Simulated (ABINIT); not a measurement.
Runs of ABINIT 10.8.3 (patched build) on CuAu. It takes space group P4/mmm (No. 123, tetragonal). Conventional cell: a = 2.811 Å, b = 2.811 Å, c = 3.685 Å, α = 90.00°, β = 90.00°, γ = 90.00°. Au (site symmetry 4/mmm) has 8 Cu at 2.71 Å and 4 Au at 2.81 Å as nearest neighbours. Cu (site symmetry 4/mmm) has 8 Au at 2.71 Å and 4 Cu at 2.81 Å as nearest neighbours. 

```csv
task,level,potentials or basis,cell,cutoff (eV),fine-grid cutoff,cell freedom (optcell),cutoff smearing ecutsm (Ha),optimiser (ionmov),force stop (Ha/bohr),gap on the mesh (eV),pressure (GPa),relaxed volume (Å³/atom)
single point,PBE,JTH PAW PBE v2.0,as given,707,1306.15 eV,-,-,-,-,none,4.6,-
relaxation of cell and atoms,LDA,JTH PAW LDA v2.0,relaxed,707,1306.15 eV,2,0.5,2,0.0001,none,0.0,13.80
band structure,PBE,JTH PAW PBE v2.0,as given,844,1442.2 eV,-,-,-,-,none,(a),-
band structure,r2SCAN,JTH PAW PBE v2.0,as given,844,1442.2 eV,-,-,-,-,none,-,-
band structure,SCAN,JTH PAW PBE v2.0,as given,844,1442.2 eV,-,-,-,-,none,-,-
relaxation of cell and atoms,PBEsol,JTH PAW PBE v2.0,relaxed,707,1306.15 eV,2,0.5,2,0.0001,none,0.0,(b)
band structure,BLYP,JTH PAW PBE v2.0,as given,844,1442.2 eV,-,-,-,-,none,14.8,-
```

Alike in all rows: no spin polarisation; k mesh 9 × 9 × 7; smearing fermi-dirac 0.05 eV.

Estimate the missing entries.

(a) 4.5; (b) 14.26.

Caveats: the PAW data sets were made with another functional, which shifts forces and pressure a little (some runs).

A k mesh can miss the band edges, and the runs leave out spin-orbit coupling on Au.

A gap of «none» marks a metal or a gap under the smearing width.

Not every run made on this cell is shown here.
